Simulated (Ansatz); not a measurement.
Input and command of a plane-wave DFT calculation in Ansatz:

```yaml
crystal:
  lattice:
    - [4.0534586891, 0.0, 0.0]
    - [0.0, 4.0534586891, 0.0]
    - [0.0, 0.0, 4.3912469131]
  atoms:
    - { symbol: Cu, position: [0.25, 0.25, 0.25] }
    - { symbol: Cu, position: [0.25, 0.75, 0.75] }
    - { symbol: Cu, position: [0.75, 0.75, 0.25] }
    - { symbol: Cu, position: [0.75, 0.25, 0.75] }
    - { symbol: O, position: [0.0, 0.0, 0.0] }
    - { symbol: O, position: [0.5, 0.5, 0.5] }
basis:
  ecutwfc: 420
kpoints:
  mp_grid: { grid: [8, 8, 8] }
hamiltonian:
  xc: pbesol
scf:
  occupations: { method: gaussian, width: 0.05 }
output:
  forces: true
  stress: true
  eigenvalues: true
```

```bash
ansatz run input.yaml --threads 2 --pin off --max-ram 5120MiB --backend cpu --events-out ev --progress --plain --runs-dir out
```

Processor: Arm Neoverse V1, 2 threads, on a host shared with other jobs.

Question: Estimate time, memory and problem size.

Answer: About 8.9 s on 2 threads of Arm Neoverse V1, with other jobs on the host, peak memory 0.48 GiB. It solves 53 bands at 75 k points (the mesh reduced by symmetry) with about 1407 plane waves, in 8 SCF iterations.
